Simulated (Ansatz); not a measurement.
## NaF (Fm-3m) at 2 levels of theory

One geometry, relaxed with PBE; plane waves with PAW potentials in Ansatz, scalar-relativistic. No spin polarisation. Gaps are the least over mesh and band path; pressure is positive in compression.

```cif
data_structure
_symmetry_space_group_name_H-M 'Fm-3m'
_symmetry_Int_Tables_number 225
_cell_length_a 4.7006
_cell_length_b 4.7006
_cell_length_c 4.7006
_cell_angle_alpha 90.000
_cell_angle_beta 90.000
_cell_angle_gamma 90.000
_cell_volume 103.86
loop_
_atom_site_label
_atom_site_type_symbol
_atom_site_symmetry_multiplicity
_atom_site_Wyckoff_symbol
_atom_site_fract_x
_atom_site_fract_y
_atom_site_fract_z
_atom_site_occupancy
Na1 Na 4 a 0.00000 0.00000 0.00000 1
F1 F 4 b 0.50000 0.00000 0.00000 1
```

```json
{"level": "PBE", "cutoff (eV)": "420", "k mesh": "8×8×8", "gap (eV)": "6.09", "pressure (GPa)": "0.0"}
```

Q: What comes out on the same cell with r2SCAN?

A:
```csv
level,cutoff (eV),k mesh,gap (eV),pressure (GPa)
r2SCAN,500,8×8×8,6.90,-3.2
```

The cell was reached from a generator's guess, though it ends in a space group that the Crystallography Open Database lists for this formula.
